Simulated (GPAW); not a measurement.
Crystal: Li2Se.

```
Se Li
1.0
     0.00000    3.00250    3.00250
     3.00250    0.00000    3.00250
     3.00250    3.00250    0.00000
Se Li
1 2
Direct
  0.00000 0.00000 0.00000
  0.75000 0.75000 0.75000
  0.25000 0.25000 0.25000
```

Base run:

| Property | Result |
| --- | --- |
| Program | GPAW 26.7.0 |
| Functional | PBE |
| Potentials or basis | GPAW PAW data sets (gpaw-data 1.2.1) |
| Cutoff | 800 eV |
| Basis | pw |
| k mesh | 8 × 8 × 8 |
| Occupations | fermi-dirac, width 0.05 eV |
| Spin | no spin polarisation |

Its results: band gap on the k mesh 2.97 eV, indirect (least direct gap 3.38 eV).

Question: After a change of settings the same cell gave: band gap on the k mesh 4.09 eV, indirect (least direct gap 4.54 eV). Which change was it?
A. functional from PBE to PBEsol; potentials or basis from GPAW PAW data sets (gpaw-data 1.2.1) to PAW data sets generated in the run's folder for this functional
B. functional from PBE to LDA; potentials or basis from GPAW PAW data sets (gpaw-data 1.2.1) to the program's PAW data sets (release 1.2.1) made for this functional
C. functional from PBE to TB-mBJ; potentials or basis from GPAW PAW data sets (gpaw-data 1.2.1) to GPAW PAW data sets for LDA (gpaw-data 1.2.1)
D. functional from PBE to r2SCAN

Answer: C.

Caveats: a model potential gives levels but no total energy (some runs).
